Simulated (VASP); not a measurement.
Set up this calculation in VASP 6.6.1, as the native input.

```yaml
Task: relaxation of the atoms
Functional: PBEsol
Potentials_or_basis: VASP PAW PBE potentials, release 64 (Cd, Te)
Cutoff: 600 eV
k_mesh: 8 × 8 × 8
Occupations: gaussian, width 0.03 eV
Spin: no spin polarisation
Further_INCAR_settings: ALGO = Normal; EDIFF = 1e-07; IBRION = 2; EDIFFG = -0.01; NSW = 40
```

The structure of CdTe lies in POSCAR:

```
CdTe                                    
1.0
    0.0000000000      3.2260002281      3.2260002281
    3.2260002281      0.0000000000      3.2260002281
    3.2260002281      3.2260002281      0.0000000000
  Cd              Te            
     1     1
Direct
     0.0000000000000000    0.0000000000000000    0.0000000000000000
     0.2500000000000000    0.2500000000000000    0.2500000000000000
```

The cell isn't the ideal one: a relaxed cell with its volume scaled by 0.98.

One way to write it, as run:

INCAR

```
PREC     = Accurate       # precision mode
ENCUT    = 600            # plane-wave cutoff, eV
EDIFF    = 1E-7           # SCF threshold, eV
ISMEAR   = 0              # smearing method
SIGMA    = 0.03           # smearing width, eV
LREAL    = F              # projectors in reciprocal space
LASPH    = T              # aspherical terms in the spheres
NELM     = 80             # most SCF steps
ALGO     = Normal         # electronic algorithm
ISIF     = 2              # what is computed and relaxed
LWAVE    = F              # write WAVECAR
LCHARG   = F              # write CHGCAR
GGA      = PS             # functional
IBRION   = 2              # ionic algorithm
NSW      = 40             # ionic steps
EDIFFG   = -0.01          # ionic threshold
```

KPOINTS

```
regular mesh
0
Gamma
  8 8 8
```

Potentials or basis: VASP PAW PBE potentials, release 64 (Cd, Te).

Run with:

```sh
$ cat potpaw_PBE.64/Cd/POTCAR potpaw_PBE.64/Te/POTCAR > POTCAR
$ mpirun -np 1 vasp_std > vasp.out
```

Results of the run:

* Pressure after relaxing: 0.9 GPa
* Band gap on the k mesh: 0.70 eV, direct

Caveat: the relaxation stopped at its first step, so nothing moved; the PAW data sets were made with another functional, which shifts forces and pressure a little; spin-orbit coupling is left out, which moves the levels of the heavy elements.

Run time: 39 s on 1 thread of Intel(R) Xeon(R) Platinum 8175M CPU @ 2.50GHz (Skylake/Cascade Lake), with other jobs on the host, peak memory 0.21 GiB.
